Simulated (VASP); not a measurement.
Consider the following.

```
CoPt
1.0
    2.61217     0.00000     0.00000
    0.00000     2.69296     0.00000
    0.00000     0.00000     3.60379
Co Pt
1 1
Direct
  0.00000   0.00000   0.00000
  0.50000   0.50000   0.50000
```
Starting moments (μB, in the order of the record's atoms Co Pt): 1.9 0.4.

Computed with PBE GGA, VASP's PBE PAW potentials (set 64) (plane waves; VASP 6.6.1). Numerical set-up: 480 eV cut-off, 12×12×10 Γ-centred mesh, first-order Methfessel-Paxton smearing of 0.10 eV, potentials Co Pt.

**Question.** Give the stress tensor in GPa (positive for a compressed cell).

**Answer.** 
```
21.73   0.00   0.00
 0.00   9.65   0.00
 0.00   0.00  16.72
```
The pressure is its mean diagonal, 16.03 GPa.

The compound is CoPt in the L1_0 structure. This cell was strained or had an atom moved on purpose.
